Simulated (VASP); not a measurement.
# Ta: equation of state with PBEsol

**Measured values to compare with.**

From “Pressure effects on the electronic structure and superconductivity of (TaNb)0.67(HfZrTi)0.33 high entropy alloy”, 2019, arxiv:1910.08312, for a bulk crystal of Ta: bulk modulus 194 GPa.

Ta:

```
Ta
1.0
    -1.65128    1.65128    1.65128
     1.65128   -1.65128    1.65128
     1.65128    1.65128   -1.65128
Ta
1
Direct
  0.00000 0.00000 0.00000
```

```yaml
Program: VASP 6.6.1
Task: equation of state
Functional: PBEsol
Potentials_or_basis: VASP PAW PBE potentials, release 64 (Ta_pv)
Cutoff: 520 eV
k_mesh: 11 × 11 × 11
Occupations: fermi-dirac, width 0.05 eV
Spin: no spin polarisation
```

```yaml
Equilibrium_volume: 17.65 Å³/atom
Bulk_modulus: 214 GPa
Pressure_derivative_of_the_bulk_modulus: 4.4
```

Energy against volume, from the lowest point:
```
volume (Å³/atom)  energy (meV/atom)
          16.930              21.20
          17.290               5.10
          17.650               0.00
          18.010               4.72
          18.371              18.23
          18.731              39.60
          19.091              68.05
```

All runs of the series together: 28 s on 1 thread of Intel(R) Xeon(R) 6975P-C (Granite Rapids), with other jobs on the host.

Against the measured bulk modulus of Ta, 194 GPa (quoted in “Pressure effects on the electronic structure and superconductivity of (TaNb)0.67(HfZrTi)0.33 high entropy alloy”, 2019, arxiv:1910.08312), the calculated 214 GPa is off by +10.3 %. The fit is for a static lattice scaled at fixed shape and fixed fractional positions.

Caveat: the PAW data sets were made with another functional, which shifts forces and pressure a little. The run has no spin-orbit coupling, so splittings on Ta are missing.
